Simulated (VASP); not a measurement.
Crystal: TiTe.

```xyz
2
Lattice="0.0000 3.3106 3.3106 3.3106 0.0000 3.3106 3.3106 3.3106 0.0000" Properties=species:S:1:pos:R:3 pbc="T T T"
Ti    0.0000    0.0000    0.0000
Te    1.6553    1.6553    1.6553
```

The cell comes from a database or a generator and needn't be the stable form of this composition.

* Program: VASP 6.6.1
* Task: relaxation of cell and atoms
* Functional: SCAN0
* Potentials or basis: VASP PAW PBE potentials, release 64 (Ti_sv, Te)
* Cutoff: 600 eV
* k mesh: 4 × 4 × 4
* Occupations: gaussian, width 0.05 eV
* Spin: no spin polarisation

At the start: pressure -8.8 GPa; volume 36.28 Å³/atom.

Task: How do energy, volume and symmetry change on relaxing?

Result: Over 6 steps the energy falls by 212.8 meV/atom and the volume is 29.02 Å³/atom (-20.0 %); space group F-43m (No. 216, to 0.05 Å).

Step by step:
| step | energy change (eV) | largest force (eV/Å) | pressure (GPa) | volume (Å³) |
| --- | --- | --- | --- | --- |
| 1 | 0.0000 | 0.0000 | -8.82 | 72.57 |
| 2 | -0.3448 | 0.0000 | 6.31 | 53.54 |
| 3 | -0.4236 | 0.0000 | -0.82 | 58.75 |
| 4 | -0.4256 | 0.0000 | -0.15 | 58.08 |
| 5 | -0.4255 | 0.0000 | 0.15 | 57.81 |
| 6 | -0.4256 | 0.0000 | -0.01 | 58.03 |

Final structure:
```xyz
2
Lattice="0.0000 3.0729 3.0729 3.0729 0.0000 3.0729 3.0729 3.0729 0.0000" Properties=species:S:1:pos:R:3 pbc="T T T"
Ti    0.0000    0.0000    0.0000
Te    1.5364    1.5364    1.5364
```

Caveat: the k mesh is coarse (spacing up to 0.41 Å⁻¹), so the values aren't converged, least of all with exact exchange; the volume moved by over 15 % at a fixed basis, so the end points are rough; the PAW data sets were made with another functional, which shifts forces and pressure a little.
